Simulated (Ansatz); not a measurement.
The calculation used Ansatz, DFT r2SCAN, scalar-relativistic, plane waves, PAW.

Structure of Te:

```xyz
3
Lattice="4.6181 0.0000 0.0000 -2.3090 3.9994 0.0000 0.0000 0.0000 5.9054" Properties=species:S:1:pos:R:3 pbc="T T T"
Te    1.1715    0.0000    1.9685
Te   -0.5858    1.0145    3.9369
Te    1.7233    2.9848    0.0000
```

Plane waves to 500 eV, a k mesh through Γ of 12×12×6 on the computed 3-atom cell and Gaussian smearing (0.02 eV); no spin polarisation.

Levels along Γ–M–K–Γ–A–L–H–A | L–M | H–K, in eV from a zero inside the gap, sorted by energy at each point. Points in fractions of the primitive reciprocal vectors: Γ (0.000 0.000 0.000), M (0.500 0.000 0.000), K (0.333 0.333 0.000), A (0.000 0.000 0.500), L (0.500 0.000 0.500), H (0.333 0.333 0.500).
```csv
point,"k (1/Å, with 2π)",band 21,band 22,band 23,band 24,band 25,band 26,band 27
Γ,0.000,-3.23,-1.92,-1.92,-0.90,1.01,1.01,1.52
-,0.112,-3.24,-1.85,-1.69,-0.89,0.93,1.00,1.51
-,0.224,-3.35,-1.71,-1.37,-0.94,0.88,1.00,1.52
-,0.337,-3.51,-1.66,-1.37,-1.09,0.98,1.11,1.70
-,0.449,-3.66,-2.06,-1.43,-1.11,1.02,1.20,2.25
-,0.561,-3.75,-2.63,-1.45,-1.14,1.04,1.21,2.91
-,0.673,-3.74,-3.12,-1.48,-1.15,1.05,1.21,3.42
M,0.785,-3.65,-3.38,-1.49,-1.16,1.05,1.21,3.51
-,0.850,-3.63,-3.37,-1.56,-1.25,1.11,1.31,3.58
-,0.915,-3.58,-3.35,-1.73,-1.49,1.30,1.58,3.54
-,0.980,-3.50,-3.30,-1.98,-1.77,1.57,1.93,3.45
-,1.045,-3.41,-3.25,-2.26,-2.06,1.89,2.28,3.33
-,1.109,-3.29,-3.18,-2.54,-2.30,2.21,2.57,3.19
-,1.174,-3.17,-3.12,-2.79,-2.46,2.49,2.73,3.09
K,1.239,-3.08,-3.08,-2.96,-2.52,2.68,2.68,3.07
-,1.369,-3.32,-2.92,-2.66,-2.37,2.33,2.71,2.95
-,1.498,-3.40,-2.60,-2.27,-2.08,1.95,2.38,2.60
-,1.628,-3.35,-2.21,-1.82,-1.73,1.62,1.85,2.15
-,1.757,-3.28,-1.92,-1.40,-1.32,1.25,1.33,1.76
-,1.887,-3.23,-1.81,-1.27,-0.98,0.86,1.08,1.55
-,2.017,-3.22,-1.85,-1.62,-0.88,0.90,1.00,1.51
Γ,2.146,-3.23,-1.92,-1.92,-0.90,1.01,1.01,1.52
-,2.222,-3.10,-1.93,-1.88,-0.91,0.97,0.99,1.48
-,2.298,-3.00,-1.91,-1.83,-0.95,0.88,0.92,1.36
-,2.374,-2.93,-1.86,-1.77,-1.01,0.78,0.81,1.19
-,2.450,-2.90,-1.79,-1.71,-1.10,0.68,0.71,1.02
-,2.526,-2.91,-1.69,-1.66,-1.20,0.61,0.65,0.85
-,2.602,-2.95,-1.62,-1.58,-1.32,0.56,0.62,0.73
A,2.678,-3.02,-1.61,-1.45,-1.45,0.54,0.65,0.65
-,2.790,-3.06,-1.76,-1.58,-1.45,0.64,0.76,0.93
-,2.902,-3.19,-1.96,-1.78,-1.49,0.84,1.08,1.51
-,3.015,-3.38,-2.02,-1.94,-1.48,1.06,1.48,1.97
-,3.127,-3.58,-2.17,-1.96,-1.28,1.24,1.87,2.09
-,3.239,-3.75,-2.30,-2.00,-0.94,1.28,1.98,2.17
-,3.351,-3.87,-2.39,-2.04,-0.56,1.09,1.91,2.34
L,3.464,-3.92,-2.42,-2.06,-0.36,0.93,1.91,2.40
-,3.528,-4.01,-2.30,-2.00,-0.35,0.92,1.89,2.36
-,3.593,-4.21,-2.01,-1.87,-0.33,0.90,1.82,2.27
-,3.658,-4.45,-1.70,-1.64,-0.31,0.84,1.74,2.13
-,3.723,-4.66,-1.53,-1.25,-0.28,0.73,1.67,1.97
-,3.788,-4.83,-1.41,-0.86,-0.25,0.58,1.62,1.80
-,3.852,-4.95,-1.32,-0.51,-0.25,0.40,1.60,1.67
H,3.917,-5.01,-1.30,-0.30,-0.30,0.29,1.61,1.61
-,4.047,-4.80,-1.39,-0.60,-0.52,0.61,1.69,1.71
-,4.176,-4.46,-1.62,-1.09,-0.80,0.86,1.85,1.97
-,4.306,-4.10,-1.88,-1.51,-1.04,0.89,1.96,2.17
-,4.435,-3.73,-2.04,-1.79,-1.23,0.81,1.82,2.08
-,4.565,-3.31,-2.02,-1.86,-1.36,0.70,1.40,1.62
-,4.695,-3.07,-1.80,-1.64,-1.43,0.62,0.88,0.98
A,4.824,-3.02,-1.61,-1.45,-1.45,0.54,0.65,0.65
L,4.824,-3.92,-2.42,-2.06,-0.36,0.93,1.91,2.40
-,4.900,-3.83,-2.37,-2.03,-0.58,1.13,1.85,2.39
-,4.976,-3.76,-2.24,-2.00,-1.01,1.35,1.89,2.35
-,5.052,-3.75,-2.06,-2.02,-1.37,1.26,1.99,2.48
-,5.128,-3.76,-2.37,-1.78,-1.46,1.14,1.77,2.89
-,5.204,-3.77,-2.78,-1.57,-1.39,1.08,1.50,3.27
-,5.280,-3.73,-3.17,-1.50,-1.24,1.05,1.29,3.52
M,5.356,-3.65,-3.38,-1.49,-1.16,1.05,1.21,3.51
H,5.356,-5.01,-1.30,-0.30,-0.30,0.29,1.61,1.61
-,5.432,-4.83,-1.51,-0.55,-0.29,0.51,1.65,1.78
-,5.508,-4.59,-1.95,-0.94,-0.53,0.96,1.88,2.04
-,5.584,-4.30,-2.43,-1.40,-0.90,1.46,2.20,2.30
-,5.660,-3.97,-2.86,-1.86,-1.34,1.91,2.52,2.53
-,5.736,-3.60,-3.17,-2.32,-1.79,2.28,2.66,2.81
-,5.812,-3.25,-3.22,-2.74,-2.23,2.53,2.72,3.00
K,5.888,-3.08,-3.08,-2.96,-2.52,2.68,2.68,3.07
```

Spin-orbit coupling is left out, which matters for the bands of heavy elements.

Cost: 1 run of about 4.7 core-minutes, on Arm Neoverse V1 (shared hosts).